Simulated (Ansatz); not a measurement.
All numbers below come from DFT PBE, scalar-relativistic, plane waves, PAW (Ansatz 0.2.0). Settings: cutoff 420 eV, Γ-centred meshes spaced at most about 0.3 Å⁻¹, and about 0.25 Å⁻¹ or finer for metals (2π included), Gaussian smearing. No spin polarisation.

All energies are static (0 K, no zero-point motion).

Two forms of Mg5Te3 were relaxed alike.

A.

Space group R3m:H (No. 160). a = 8.535 Å, b = 8.535 Å, c = 11.555 Å, α = 90.00°, β = 90.00°, γ = 120.00°
```json
{"atom": "Mg", "site": "9b", "symmetry": ".m", "x": "0.5330", "y": "0.4670", "z": "0.2149"}
{"atom": "Mg", "site": "3a", "symmetry": "3m", "x": "0.3333", "y": "0.6667", "z": "0.3459"}
{"atom": "Mg", "site": "3a", "symmetry": "3m", "x": "0.3333", "y": "0.6667", "z": "0.7876"}
{"atom": "Te", "site": "9b", "symmetry": ".m", "x": "0.1532", "y": "0.8468", "z": "0.2922"}
```

B.

Space group Pmmm (No. 47). a = 4.120 Å, b = 4.371 Å, c = 11.230 Å, α = 90.00°, β = 90.00°, γ = 90.00°
```
atom  site  symmetry       x       y       z
  Mg    1c       mmm  0.0000  0.0000  0.5000
  Mg    1a       mmm  0.0000  0.0000  0.0000
  Mg    1f       mmm  0.5000  0.5000  0.0000
  Mg    2r       mm2  0.0000  0.5000  0.7330
  Te    2s       mm2  0.5000  0.0000  0.8033
  Te    1h       mmm  0.5000  0.5000  0.5000
```

Question: Which form is favoured at zero pressure, and by what margin per atom?

Answer: A is lower, by 14 meV/atom. A has space group R3m (No. 160), 30.4 Å³/atom and no gap on its mesh; B has space group Pmmm (No. 47), 25.3 Å³/atom and no gap. Counting Te atoms around Mg (those within 1.25 times the shortest such distance or 1.15 times the sum of covalent radii, 1.27 where that leaves under three; a slash parts the counts of unlike sites), A has Mg 3 and B has Mg 4/6. The lower one is the more open, so pressure narrows the difference. In A, Mg on a site of symmetry m has 3 Te at 2.96–3.04 Å, 1 Mg at 3.06 Å and 4 Mg at 3.32–3.42 Å; around Mg on a site of symmetry 3m lie 3 Te at 2.73 Å, 3 Mg at 3.06 Å and 3 Mg at 3.32 Å; around Te lie 1 Mg at 2.73 Å and 4 Mg at 2.96–3.04 Å; 1 more site not described. In B, Mg on a site of symmetry mmm has 4 Te at 3.00 Å and 4 Mg at 3.41 Å; Mg on a second site of symmetry mmm is surrounded by 4 Mg at 3.00 Å, 4 Te at 3.02 Å and 4 Mg at 3.71 Å; Te on a site of symmetry mm2 is surrounded by 8 Mg at 3.02–3.11 Å; 3 more sites not described. Both come from invented guesses.

For metals, differences of a few meV/atom aren't resolved. These runs have no spin–orbit coupling, which can matter for Te. Cells relaxed within their symmetry can be saddle points.
